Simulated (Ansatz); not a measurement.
# Optical response of SiC (Moissanite)

What colour and refractive index does SiC (Moissanite) have at this level of theory?

Calculated with Ansatz 0.2.0; DFT, PBE, plane-wave PAW, default files, scalar-relativistic, independent-particle optical response without local fields.

## 1. Set-up

The structure is hexagonal, space group P6_3mc (No. 186). The conventional cell has a = 3.076 Å, b = 3.076 Å, c = 5.048 Å, α = 90.00°, β = 90.00°, γ = 120.00°. Nearest to Si lie 4 C at 1.87 to 1.94 Å. Nearest to C lie 4 Si at 1.87 to 1.94 Å. Farther neighbours are not listed.

## 2. Ground state and bands

The self-consistent density comes first; it also tells whether there is a gap, which decides the occupations and the need for a Drude term.

This step: DFT, PBE, plane-wave PAW, default files, scalar-relativistic, ground state (Ansatz 0.2.0).

Input file input.yaml:

```yaml
crystal:
  lattice:
    - [3.076, 0.0, 0.0]
    - [-1.538, 2.663894142, 0.0]
    - [0.0, 0.0, 5.048]
  atoms:
    - { symbol: Si, position: [0.6666666667, 0.3333333333, 0.5] }
    - { symbol: Si, position: [0.3333333333, 0.6666666667, 0.0] }
    - { symbol: C, position: [0.6666666667, 0.3333333333, 0.885] }
    - { symbol: C, position: [0.3333333333, 0.6666666667, 0.385] }
kpoints:
  mp_grid: { grid: [8, 8, 5] }
  band_path:
    path:
      - [[0.0, 0.0, 0.0], [0.5, 0.0, 0.0], [0.33333333, 0.33333333, 0.0], [0.0, 0.0, 0.0], [0.0, 0.0, 0.5], [0.5, 0.0, 0.5], [0.33333333, 0.33333333, 0.5], [0.0, 0.0, 0.5]]
      - [[0.5, 0.0, 0.5], [0.5, 0.0, 0.0]]
      - [[0.33333333, 0.33333333, 0.0], [0.33333333, 0.33333333, 0.5]]
    npoints: 6
scf:
  occupations: { method: fermi_dirac, width: 0.05 }
  n_extra_bands: 8
hamiltonian:
  xc: pbe
  pseudopotentials: { kind: paw }
output:
  forces: true
  stress: true
  populations: true
  write_bands: true
  write_density: true
  write_potential: true
  elf: true
  volumetric_format: npy
```

Launch:

```
$ ansatz run input.yaml --threads 4 --pin off --max-ram 8192MiB --backend cpu --events-out ev --progress --plain --runs-dir out
```

Planned after this: spectrum; static response with local fields. Settings of the main run: response mesh 12×12×6, line width 0.1 eV, cutoff 420 eV, fixed occupations.

**Question.** What will these runs give for the gap on the path; least direct gap on the path; and electronic dielectric constant ε∞, mean over x, y and z?

Light drives vertical transitions, so the absorption sets in only above the least direct gap, 4.08 eV, apart from the broadening. At this level (PBE, independent particles) SiC has a mean ε∞ = 7.29 (7.06 with local fields) and n = 2.68 at 1550 nm (E ∥ x); absorption sets in near 4.7 eV, and Im ε peaks at 6.5 eV (E ∥ x). The gap is indirect (2.32 eV), so absorption without phonons can begin only at the direct gap of 4.08 eV.

| Property | Result |
| --- | --- |
| gap on the path | 2.32 eV |
| least direct gap on the path | 4.08 eV |
| electronic dielectric constant ε∞, mean over x, y and z (by symmetry where fewer were run) (independent particles) | 7.29 |
| absorption onset, first axis (α over 10⁴ cm⁻¹, or the direct gap if that lies higher) | 4.68 eV |
| main peak of Im epsilon, first axis | 6.50 eV |
| electronic dielectric constant ε∞, mean over x, y and z (by symmetry where fewer were run) (static response with local fields) | 7.06 |

The absorption coefficient passes 10⁴ cm⁻¹ only at 4.68 eV, 0.60 eV above the least direct gap: the lowest transitions are weak or forbidden for this polarisation, or few states take part. Distinct maxima of Im ε, read by a parabola through the highest points, lie at 6.50 eV (22) and 8.04 eV (13) for E ∥ x or y. The static values by axis are 7.11 (xy), 7.67 (z). The f-sum over the summed bands holds 13.5 of the cell's 16 electrons outside the frozen cores, 2 of which lie in bands more than 12 eV below the Fermi level, whose transitions come at higher energies. Up to 22 eV the strength has a mean oscillator energy of 8.3 eV, well above the main peak, so higher transitions carry much of it. Through 1 µm of it, D65 light comes out colourless, dimmed by reflection (x = 0.315, y = 0.331; 63 % transmitted). At 1064 nm the birefringence n(z) − n(x) is +0.109: the crystal is uniaxial positive at this level. In the base spectrum excitons and phonon-assisted transitions are missing, and so are local fields; PBE gaps are as a rule too small, which pulls the onset down and ε∞ up. In the base run ε includes the program's bounded estimate of what the bands above those summed add.

[Logs are printed without paths, hosts, clocks, repeated set-up lines and the standing remarks that a program may print on its own settings, such as how far it seeks lower states.]

[Hosts, paths, dates, database ids (printed as entryN), source tags and the programs' standing remarks are cut or masked in the printed files.]
